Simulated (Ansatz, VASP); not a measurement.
InO in VASP and in Ansatz

```
In O
1.0
     3.38311    0.00000    0.00000
    -1.69156    2.92986    0.00000
     0.00000    0.00000   15.55299
In O
2 2
Direct
  0.66667 0.33333 0.40998
  0.66667 0.33333 0.59002
  0.00000 0.00000 0.36013
  0.00000 0.00000 0.63987
```

Change from the starting cell: volume scaled by 0.94.

Alike in both runs: task single point; functional PBE; k mesh 9 × 9 × 2; occupations fermi-dirac, width 0.05 eV; no spin polarisation.

|  | VASP | Ansatz |
| --- | --- | --- |
| version | VASP 6.6.1 | Ansatz 0.2.0 |
| potentials or method | VASP PAW PBE potentials, release 64 (In_d, O), cutoff 520 eV | all-electron LAPW, scalar-relativistic |

VASP gave:

```
gap on the k mesh at the Fermi level (eV) : 0.43
least direct gap on the mesh (eV)         : 1.29
rms of the force components (eV/Å)        : 0.242
```

Task: Which values does Ansatz return?

Result: gap on the k mesh at the Fermi level (eV): 0.44; least direct gap on the mesh (eV): 1.30; rms of the force components (eV/Å): 0.224.

Atom by atom the forces differ by 0.020 eV/Å (rms over components). Ansatz ran all-electron here, so the differences hold the error of VASP's frozen core and of both bases.

Caveats: spin-orbit coupling is left out, which moves the levels of the heavy elements.
